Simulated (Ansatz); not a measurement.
## TiTe2 in Ansatz: the effect of target pressure

Crystal: TiTe2.

```
CELL_PARAMETERS angstrom
3.77700 0.00000 0.00000
-1.88850 3.27098 0.00000
0.00000 0.00000 6.49800
ATOMIC_POSITIONS crystal
Te 0.33333 0.66667 0.73720
Te 0.66667 0.33333 0.26280
Ti 0.00000 0.00000 0.00000
```

Alike in all runs:

| Quantity | Value |
| --- | --- |
| Program | Ansatz 0.2.0 |
| Task | relaxation of cell and atoms |
| Functional | PBE |
| Potentials or basis | Ansatz PAW |
| Cutoff | 420 eV (not typed: the program's choice for these potentials) |
| k mesh | 8 × 8 × 4 |
| Occupations | fermi-dirac, width 0.05 eV |
| Spin | no spin polarisation |

Each run relaxes the cell or the atoms first.

```tsv
target pressure	relaxed volume (Å³/atom)
0 GPa	27.86
2 GPa	25.98
5 GPa	?
10 GPa	22.75
20 GPa	20.63
30 GPa	19.22
```

Q: What does the run with target pressure 5 GPa give?

A: Relaxed volume 24.42 Å³/atom.

Worked out: A parabola through the other rows of the relaxed volume, of slope -0.445 Å³/atom per GPa there, gives 24.99 Å³/atom, against the run's 24.42.

Caveats: the plane-wave basis is chosen anew once the cell has moved, so the energies of steps on either side of that aren't comparable; this functional lacks dispersion, which binds the layers, so the pressure and a relaxed spacing across them are unreliable; the volume moved by over 15 % at a fixed basis, so the end points are rough (some runs).
